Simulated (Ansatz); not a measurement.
What strain does to KI (rocksalt)

KI built on the rocksalt prototype, relaxed with r2SCAN in Ansatz 0.2.0. The symmetry is Fm-3m (No. 225, cubic); conventional cell a = 7.089 Å, 44.52 Å³ an atom. K has 6 I at 3.54 Å; I has 6 K at 3.54 Å.

The axes x, y and z are those of this cell:
```xyz
2
Lattice="0.0000 3.5443 3.5443 3.5443 0.0000 3.5443 3.5443 3.5443 0.0000" Properties=species:S:1:pos:R:3 pbc="T T T"
K     0.0000    0.0000    0.0000
I     3.5443    3.5443    3.5443
```

Unstrained: The PBE gap is direct at Γ: 3.944 eV. r2SCAN gives a direct gap of 4.586 eV at Γ. The HSE06 gap is direct at Γ: 4.941 eV. Meshes: PBE 6×6×6, r2SCAN 6×6×6, HSE06 4×4×4. Strains are changes of length per length. After each strain the atoms were relaxed again with r2SCAN within the symmetry that the strain leaves, so tilts or polar shifts that break it weren't tested; points keep the names that they have in the unstrained zone. Calculated for a static, non-magnetic cell.

Changes of the least gap in eV (an overlap counts as a negative gap):
```csv
strain,volume change (%),space group,PBE,r2SCAN,HSE06,"energy rise, r2SCAN (meV/atom)"
isotropic -5.95 % on every length,-16.8,Fm-3m,+0.482,+0.433,+0.523,71.5
"epitaxial +0.42 % in the xy plane, free normal strain -0.18 %",+0.7,I4/mmm,-0.015,-0.018,-0.017,0.1
"epitaxial -4.57 % in the plane normal to [111], free normal strain +4.95 %",-4.4,R-3m,-0.046,-0.048,-0.045,10.9
```

Isotropic -5.95 % on every length. r2SCAN: the gap goes from 4.586 to 5.019 eV (+0.433 eV); it turns from direct (Γ) to indirect (Γ → X). HSE06: the gap goes from 4.941 to 5.464 eV (+0.523 eV). Stress change with r2SCAN, compression positive: xx +3.62, yy +3.62, zz +3.62 GPa. For HSE06, dE_g/d ln V = -2.8 eV over this step.

Epitaxial +0.42 % in the xy plane, free normal strain -0.18 %. HSE06: the gap goes from 4.941 to 4.924 eV (-0.017 eV). Stress change with r2SCAN, compression positive: xx -0.13, yy -0.13, zz +0.03 GPa.

Epitaxial -4.57 % in the plane normal to [111], free normal strain +4.95 %. HSE06: the gap goes from 4.941 to 4.896 eV (-0.045 eV); with r2SCAN the top three valence levels at Γ, degenerate before, become 2+1 from the top over 292 meV. Stress change with r2SCAN, compression positive: xx +0.58, yy +0.58, zz +0.58, xy -0.29, xz -0.29, yz -0.29 GPa.

Spin-orbit coupling is left out, which matters wherever the heavy atoms make up the band edges.

The meshes of the hybrids are coarse, so their gaps aren't converged to the digits shown.

The splittings at Γ are without spin-orbit coupling, which regroups them where it is of like size or larger.
